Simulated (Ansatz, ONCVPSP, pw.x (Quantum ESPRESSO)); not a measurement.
**pw.x on bcc Si: one setting changed**

Potential: optimised norm-conserving Vanderbilt (ONCV), ONCVPSP 4.0.1.1 (patched build), LDA (Perdew-Wang 92); core [Ne], reference 3s2 3p2; waves: 3s: rc 1.85 bohr, ncon 4, nbas 9, qcut 3.3 1/bohr, 1 projector; 3p: rc 1.90 bohr, ncon 4, nbas 8, qcut 4.5 1/bohr, 2 projectors, debl 3.8 Ha; d scattering state at 0.11 Ha: rc 1.50 bohr, ncon 4, nbas 8, qcut 6.4 1/bohr, 2 projectors, debl 0.3 Ha; local part: polynomial inside 1.10 bohr (lpopt 5, dvloc0 0 Ha); core correction: none.

The reference run (k-mesh 15³, cutoffs 145/580 Ry, Fermi–Dirac 0.01 Ry, mixing_beta 0.4, conv_thr 1e-9, no spin) gives -0.89 GPa at 14.087 Å³/atom, where all-electron LAPW gives 0.22 GPa. This run, with its own iteration cap, changes k-mesh shift to 1.

```
&control
  calculation='scf', prefix='x', pseudo_dir='./', outdir='./tmp', tstress=.true., disk_io='none'
/
&system
  ibrav=0, nat=1, ntyp=1, ecutwfc=145, ecutrho=580, nbnd=9,
  occupations='smearing', smearing='fd', degauss=0.01
/
&electrons
  conv_thr=1e-09, mixing_beta=0.4, electron_maxstep=50
/
ATOMIC_SPECIES
Si 1.0 Si.UPF
CELL_PARAMETERS angstrom
  -1.52143303 1.52143303 1.52143303
  1.52143303 -1.52143303 1.52143303
  1.52143303 1.52143303 -1.52143303
ATOMIC_POSITIONS crystal
Si 0.0000 0.0000 0.0000
K_POINTS automatic
15 15 15 1 1 1
```

```bash
pw.x < Si.scf.in > Si.scf.out
```

Task: How does the run end?

Result: It converges in 5 iterations; the free energy moves by +7.9 meV/atom and the pressure by +0.15 GPa.

```
Message from routine setup:
     using ibrav=0 with symmetry is DISCOURAGED, use correct ibrav instead
     lattice parameter (alat)  =       4.9798  a.u.
     unit-cell volume          =      95.0638 (a.u.)^3
     number of electrons       =         4.00
     number of Kohn-Sham states=            9
     kinetic-energy cutoff     =     145.0000  Ry
     charge density cutoff     =     580.0000  Ry
     scf convergence threshold =      1.0E-09
     Exchange-correlation= SLA  PW   NOGX NOGC
     number of k points=   120  Fermi-Dirac smearing, width (Ry)=  0.0100
     iteration #  1     ecut=   145.00 Ry     beta= 0.40
     total energy              =      -7.91434536 Ry
     estimated scf accuracy    <       0.00336817 Ry
     iteration #  2     ecut=   145.00 Ry     beta= 0.40
     total energy              =      -7.91409248 Ry
     estimated scf accuracy    <       0.00102122 Ry
     iteration #  3     ecut=   145.00 Ry     beta= 0.40
     total energy              =      -7.91413480 Ry
     estimated scf accuracy    <       0.00000491 Ry
     iteration #  4     ecut=   145.00 Ry     beta= 0.40
     total energy              =      -7.91413532 Ry
     estimated scf accuracy    <       0.00000010 Ry
     iteration #  5     ecut=   145.00 Ry     beta= 0.40
     the Fermi energy is    10.7420 ev
!    total energy              =      -7.91413534 Ry
     estimated scf accuracy    <          7.6E-10 Ry
     smearing contrib. (-TS)   =      -0.00211150 Ry
     The total energy is F=E-TS. E is the sum of the following terms:
     one-electron contribution =       4.64354419 Ry
     hartree contribution      =       0.02776291 Ry
     xc contribution           =      -2.45709143 Ry
     ewald contribution        =     -10.12623951 Ry
     convergence has been achieved in   5 iterations
          total   stress  (Ry/bohr**3)                   (kbar)     P=       -7.39
     Message from routine punch:
     Nothing written, as per user request (disk_io='none')
```

The run took about 53 s on one core of a shared host (Neoverse-N1, 64 threads, 124 GiB, load 59).
